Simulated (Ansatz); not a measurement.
Level of theory: Ansatz 0.2.0, DFT PBE, scalar-relativistic, plane waves, PAW. All cells share a 420 eV cutoff and Γ-centred k meshes spaced at most about 0.3 Å⁻¹ (about 0.25 or finer for metals, 2π included). No spin polarisation.

Temperature and zero-point effects are left out.

Question: Order these relaxed structures of Ga2As5 by energy, lowest first, with the energy over the lowest of them.
A.

```cif
data_structure
_symmetry_space_group_name_H-M 'P-3m1'
_symmetry_Int_Tables_number 164
_cell_length_a 3.9583
_cell_length_b 3.9583
_cell_length_c 25.1868
_cell_angle_alpha 90.000
_cell_angle_beta 90.000
_cell_angle_gamma 120.000
_cell_volume 341.75
loop_
_atom_site_label
_atom_site_type_symbol
_atom_site_symmetry_multiplicity
_atom_site_Wyckoff_symbol
_atom_site_fract_x
_atom_site_fract_y
_atom_site_fract_z
_atom_site_occupancy
Ga1 Ga 2 d 0.66667 0.33333 0.87638 1
Ga2 Ga 2 c 0.00000 0.00000 0.74107 1
As1 As 2 c 0.00000 0.00000 0.59482 1
As2 As 2 d 0.33333 0.66667 0.54460 1
As3 As 2 c 0.00000 0.00000 0.84372 1
As4 As 2 d 0.33333 0.66667 0.70461 1
As5 As 2 d 0.66667 0.33333 0.97969 1
```

B.

```cif
data_structure
_symmetry_space_group_name_H-M 'P3m1'
_symmetry_Int_Tables_number 156
_cell_length_a 3.9310
_cell_length_b 3.9310
_cell_length_c 25.1442
_cell_angle_alpha 90.000
_cell_angle_beta 90.000
_cell_angle_gamma 120.000
_cell_volume 336.49
loop_
_atom_site_label
_atom_site_type_symbol
_atom_site_symmetry_multiplicity
_atom_site_Wyckoff_symbol
_atom_site_fract_x
_atom_site_fract_y
_atom_site_fract_z
_atom_site_occupancy
Ga1 Ga 1 a 0.00000 0.00000 0.88069 1
Ga2 Ga 1 b 0.33333 0.66667 0.74576 1
Ga3 Ga 1 b 0.33333 0.66667 0.14990 1
Ga4 Ga 1 c 0.66667 0.33333 0.01525 1
As1 As 1 c 0.66667 0.33333 0.54671 1
As2 As 1 b 0.33333 0.66667 0.59750 1
As3 As 1 b 0.33333 0.66667 0.84585 1
As4 As 1 c 0.66667 0.33333 0.70508 1
As5 As 1 a 0.00000 0.00000 0.98084 1
As6 As 1 c 0.66667 0.33333 0.11557 1
As7 As 1 b 0.33333 0.66667 0.25119 1
As8 As 1 a 0.00000 0.00000 0.29857 1
As9 As 1 b 0.33333 0.66667 0.40828 1
As10 As 1 a 0.00000 0.00000 0.45882 1
```

C.

```cif
data_structure
_symmetry_space_group_name_H-M 'R-3m:H'
_symmetry_Int_Tables_number 166
_cell_length_a 3.8465
_cell_length_b 3.8465
_cell_length_c 34.9599
_cell_angle_alpha 90.000
_cell_angle_beta 90.000
_cell_angle_gamma 120.000
_cell_volume 447.94
loop_
_atom_site_label
_atom_site_type_symbol
_atom_site_symmetry_multiplicity
_atom_site_Wyckoff_symbol
_atom_site_fract_x
_atom_site_fract_y
_atom_site_fract_z
_atom_site_occupancy
Ga1 Ga 6 c 0.00000 0.00000 0.70727 1
As1 As 6 c 0.66667 0.33333 0.76483 1
As2 As 3 a 0.00000 0.00000 0.00000 1
As3 As 6 c 0.33333 0.66667 0.80254 1
```

D.

```cif
data_structure
_symmetry_space_group_name_H-M 'P-3m1'
_symmetry_Int_Tables_number 164
_cell_length_a 3.9627
_cell_length_b 3.9627
_cell_length_c 25.8279
_cell_angle_alpha 90.000
_cell_angle_beta 90.000
_cell_angle_gamma 120.000
_cell_volume 351.24
loop_
_atom_site_label
_atom_site_type_symbol
_atom_site_symmetry_multiplicity
_atom_site_Wyckoff_symbol
_atom_site_fract_x
_atom_site_fract_y
_atom_site_fract_z
_atom_site_occupancy
Ga1 Ga 2 d 0.33333 0.66667 0.12443 1
Ga2 Ga 2 d 0.33333 0.66667 0.29316 1
As1 As 2 c 0.00000 0.00000 0.15432 1
As2 As 2 d 0.33333 0.66667 0.02274 1
As3 As 2 d 0.66667 0.33333 0.26259 1
As4 As 2 d 0.33333 0.66667 0.39582 1
As5 As 2 d 0.66667 0.33333 0.44392 1
```

Answer: B (0 meV/atom), A (57 meV/atom), C (85 meV/atom), D (106 meV/atom). Forms: B P3m1; A P-3m1; C R-3m; D P-3m1. Counting As atoms around Ga (those within 1.25 times the shortest such distance or 1.15 times the sum of covalent radii, 1.27 where that leaves under three; a plus sign parts nearer from farther groups; a slash parts the counts of unlike sites): B has Ga 4; A has Ga 4; C has Ga 3+3; D has Ga 3+1/4. B holds As–As nets (shortest 2.56 Å); A holds As–As nets (shortest 2.50 Å); C holds As–As nets (shortest 2.58 Å); D holds As–As nets (shortest 2.57 Å). All come from invented guesses.

For metals, differences of a few meV/atom aren't resolved. Weakly bound directions are ill-defined at this level, which has no dispersion term (P3m1, P-3m1 at 24.4 Å³/atom, R-3m, P-3m1 at 25.1 Å³/atom), and this can change margins and order among such cells. In R-3m an odd number of electrons in the primitive cell allows no gap without spin; a larger cell or a magnetic state could open one. Cells relaxed within their symmetry can be saddle points. Some candidate types were left out of the draw beforehand, so a known form may be missing.
